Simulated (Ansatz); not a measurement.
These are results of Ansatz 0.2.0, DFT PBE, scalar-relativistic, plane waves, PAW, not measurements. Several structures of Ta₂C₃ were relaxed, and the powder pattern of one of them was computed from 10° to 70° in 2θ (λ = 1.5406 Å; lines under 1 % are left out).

Cu Kα1 powder pattern (kinematic, no thermal factors).
2θ (°) (relative intensity): 14.98 (4), 30.23 (100), 30.23 (39), 33.90 (3), 43.27 (39), 43.27 (79), 46.04 (4), 46.05 (4), 53.69 (42), 56.08 (9), 62.86 (16), 62.87 (5), 65.03 (4)

Question: Which structure gives it?
1.

Space group P4/mmm (No. 123). a = 2.955 Å, b = 2.955 Å, c = 5.908 Å, α = 90.00°, β = 90.00°, γ = 90.00°
```
atom  site  symmetry       x       y       z
  Ta    2g       4mm  0.0000  0.0000  0.2246
   C    2e      mmm. 0.5000  0.0000  0.5000
   C    1c     4/mmm  0.5000  0.5000  0.0000
```

2.

Space group R-3m:H (No. 166). a = 3.210 Å, b = 3.210 Å, c = 24.660 Å, α = 90.00°, β = 90.00°, γ = 120.00°
```
atom  site  symmetry       x       y       z
  Ta    6c        3m  0.3333  0.6667  0.0543
   C    3a       -3m  0.0000  0.0000  0.0000
   C    6c        3m  0.0000  0.0000  0.2382
```

3.

Space group C2/m (No. 12). a = 5.627 Å, b = 3.177 Å, c = 6.090 Å, α = 90.00°, β = 98.30°, γ = 90.00°
```csv
atom,site,symmetry,x,y,z
Ta,4i,m,0.8009,0.5000,0.7984
C,2a,2/m,0.0000,0.0000,0.0000
C,4i,m,0.9020,0.5000,0.4189
```

4.

Space group P-3m1 (No. 164). a = 3.025 Å, b = 3.025 Å, c = 6.441 Å, α = 90.00°, β = 90.00°, γ = 120.00°
```csv
atom,site,symmetry,x,y,z
Ta,2d,3m.,0.3333,0.6667,0.2084
C,1a,-3m.,0.0000,0.0000,0.0000
C,2d,3m.,0.3333,0.6667,0.5453
```

Answer: 1. Its strongest line, at 2θ = 30.23°, has d = λ/(2 sin θ) = 2.955 Å and is the (1 0 0) reflection of the conventional P4/mmm cell with a = 2.955 Å, c = 5.908 Å. The others have their strongest lines at 10.8° (2); 34.7° (3); 37.0° (4).

The cells needn't be stable.
